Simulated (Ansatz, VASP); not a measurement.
# One calculation of Al, two programs

File INCAR:

```
PREC = Accurate ; ENCUT = 600
EDIFF = 1E-6 ; ISMEAR = -1
SIGMA = 0.05 ; LREAL = F
LASPH = T ; NELM = 60
ALGO = Fast ; ISIF = 3
LWAVE = F ; LCHARG = F
GGA = PE ; IBRION = 2
NSW = 60 ; EDIFFG = -0.005
```

Contents of KPOINTS:

```
Automatic mesh
0
Gamma
  11 11 11
```

File POSCAR:

```
Al
1.0
    0.0000000000      2.0248050000      2.0248050000
    2.0248050000      0.0000000000      2.0248050000
    2.0248050000      2.0248050000      0.0000000000
Al
1
Direct
    0.0000000000      0.0000000000      0.0000000000
```

The input input.yaml:

```yaml
crystal:
  lattice:
    - [0.0, 2.024805, 2.024805]
    - [2.024805, 0.0, 2.024805]
    - [2.024805, 2.024805, 0.0]
  atoms:
    - { symbol: Al, position: [0.0, 0.0, 0.0] }
hamiltonian:
  xc: pbe
  pseudopotentials: { kind: paw }
kpoints:
  mp_grid: { grid: [11, 11, 11] }
scf:
  occupations: { method: fermi_dirac, width: 0.05 }
output:
  forces: true
  stress: true
  write_density: true
  write_potential: true
  elf: true
  volumetric_format: npy
relax:
  f_tol: 0.01
  max_steps: 40
  cell: { stress_tol: 0.05 }
```

Alike in both runs: task relaxation of cell and atoms; functional PBE; k mesh 11 × 11 × 11; occupations fermi-dirac, width 0.05 eV; no spin polarisation.

|  | VASP | Ansatz |
| --- | --- | --- |
| version | VASP 6.6.1 | Ansatz 0.2.0 |
| potentials or method | VASP PAW PBE potentials, release 64 (Al) | Ansatz PAW |
| plane-wave cutoff (eV) | 600 | 420 |
| valence electrons in the cell | 3 | 3 |

```csv
,VASP,Ansatz,Ansatz less VASP
"gap on the k mesh at the Fermi level, each at its own relaxed structure (eV)",none,none,-
relaxed volume (Å³/atom),16.51,16.51,+0.009
relaxed cell length with the largest relative difference (Å),2.858,2.858,+0.0005
```

A gap of «none» marks a metal or a gap that the smearing closes.

Caveats: the plane-wave basis is chosen anew once the cell has moved, so the energies of steps on either side of that aren't comparable (Ansatz).
